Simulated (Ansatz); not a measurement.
The system is TiSe.

```
Ti Se
1.0
     3.40340    0.00000    0.00000
     0.00000    3.40340    0.00000
     0.00000    0.00000    3.40340
Ti Se
1 1
Cartesian
  0.0000 0.0000 0.0000
  1.7017 1.7017 1.7017
```

The cell comes from a database or a generator and needn't be the stable form of this composition.

```yaml
Program: Ansatz 0.2.0
Task: relaxation of cell and atoms
Functional: HSE06
Potentials_or_basis: Ansatz PAW
Cutoff: "420 eV (not typed: the program's choice for these potentials)"
k_mesh: 4 × 4 × 4
Occupations: fermi-dirac, width 0.05 eV
Spin: no spin polarisation
```

At the start: volume 19.71 Å³/atom.

Task: Where does the relaxation end?

Result: It ends after 6 steps and the volume is 16.17 Å³/atom (-18.0 %); space group Pm-3m (No. 221, to 0.05 Å).

The path:
```
step  energy change (eV)  largest force (eV/Å)  volume (Å³)
   1              0.0000                0.0000        39.42
   2             -0.4057                0.0000        33.84
   3             -0.4266                0.0000        31.69
   4             -0.4316                0.0000        32.37
   5             -0.4316                0.0000        32.33
   6             -0.4298                0.0000        32.33
```

Final structure:
```xyz
2
Lattice="3.1858 0.0000 0.0000 0.0000 3.1858 0.0000 0.0000 0.0000 3.1858" Properties=species:S:1:pos:R:3 pbc="T T T"
Ti    0.0000    0.0000    0.0000
Se    1.5929    1.5929    1.5929
```

Caveat: the k mesh is coarse (spacing up to 0.46 Å⁻¹), so the values aren't converged, least of all with exact exchange; the volume moved by over 15 % at a fixed basis, so the end points are rough; the plane-wave basis is chosen anew once the cell has moved, so the energies of steps on either side of that aren't comparable; the PAW data sets come from PBE, with cores solved anew for the run's functional, which leaves a small shift of forces and pressure.
